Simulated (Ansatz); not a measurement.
## Bi in Ansatz: the effect of functional

Bi:

```
CELL_PARAMETERS angstrom
3.46518 -3.11155 0.00000
3.46518 3.11155 0.00000
-1.25178 0.00000 3.09265
ATOMIC_POSITIONS crystal
Bi 0.75306 0.75306 0.85738
Bi 0.24694 0.24694 0.14262
```

This isn't the form of Bi at room conditions, which is rhombohedral.

The cell isn't the ideal one: volume scaled by 0.98.

Alike in all runs:

- Program: Ansatz 0.2.0
- Task: single point
- Potentials or basis: Ansatz PAW
- k mesh: 6 × 6 × 9
- Occupations: fermi-dirac, width 0.05 eV
- Spin: no spin polarisation

Question: One run gave: pressure -2.8 GPa; largest force 0.06 eV/Å. Which functional did it use?
A. r2SCAN
B. PBEsol
C. LDA

Answer: C.

```tsv
functional	cutoff	pressure (GPa)	largest force (eV/Å)
LDA	420 eV (not typed: the program's choice for these potentials)	-2.8	0.06
PBEsol	420 eV (not typed: the program's choice for these potentials)	-1.5	0.03
r2SCAN	500 eV (not typed: the program's choice for these potentials)	0.2	0.12
```

Caveats: the PAW data sets come from PBE, with cores solved anew for the run's functional, which leaves a small shift of forces and pressure.

Runs at the PBE level aren't shown here.
